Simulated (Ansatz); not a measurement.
C: pressure as volume scale varies

All results are calculated (Ansatz 0.2.0). Free energy against uniform scaling of the volume at fixed shape and fractions; periodic cell, basis, potentials, k mesh and filling as listed.

The cell before it is scaled or strained (space group R-3m, No. 166):
```
CELL_PARAMETERS angstrom
1.22800 0.70900 3.34700
-1.22800 0.70900 3.34700
0.00000 -1.41800 3.34700
ATOMIC_POSITIONS crystal
C 0.83600 0.83600 0.83600
C 0.16400 0.16400 0.16400
```

Settings of every row: functional PBEsol; dispersion D3(BJ)+ATM; potentials PAW; wave cutoff 420 eV; density cutoff 1680 eV; k mesh 11x11x11; k shift 0x0x0; occupations cold; smearing width 0.2 eV; spin none; xc grid level 2; SCF threshold exponent -8.

Limits: a layered crystal: even scaling strains the bonds within the layers, so this curve is stiffer than the crystal under pressure; stress loosely converged.

| row | volume scale | V (Å³/atom) | pressure (GPa) | energy above lowest point (meV/atom) |
| --- | --- | --- | --- | --- |
| 1 | 0.94 | 8.218 | 21.21 | 34.1 |
| 2 | 0.96 | 8.393 | 13.68 | 15.1 |
| 3 | 0.98 | 8.567 | 6.82 | 4 |
| 4 | 1 | 8.742 | ? | ? |
| 5 | 1.02 | 8.917 | -5.08 | 2.5 |
| 6 | 1.04 | 9.092 | -10.21 | 10.9 |
| 7 | 1.06 | 9.267 | -14.87 | 24.6 |

Question: what pressure should row 4 give?

Worked fit of pressure. Take u = (V_r/V)^(2/3) − 1 with V_r = 8.742 Å³ an atom, which is twice the finite (Eulerian) strain; such expansions in the strain, on which the Birch-Murnaghan equation of state is built, carry the rest volume and the bulk modulus. The shown rows have u = 0.04207, 0.02753, 0.01357, -0.01313, -0.02583, -0.03813. Least squares give pressure = 0.591 + 445.73 × u + 1058.2 × u² GPa; a straight line predicts inner rows, each left out in turn, worse (root mean square 0.63 against 0.018 GPa). The rows lie off it by -0.01, 0.02, -0.01, 0.00, 0.01, 0.00. The pressure vanishes at u = -0.0013, or V = 8.759 Å³ an atom, and there the bulk modulus at fixed shape and fractions is B = −V dP/dV = (2/3)(1 + u) dP/du = 295 GPa. Letting shape and atoms relax would as a rule lower it, by much in layered, chain or molecular crystals. The withheld row has u = 0, so the fit gives 0.591 + 445.73 × (0) + 1058.2 × (0)² = 0.59 GPa.

The calculation gave 0.58 GPa. The fit lies 0.01 GPa (0.028 % of the column's range) above it, one unit of the last digit.

The other values of row 4: energy above lowest point 0 meV/atom.
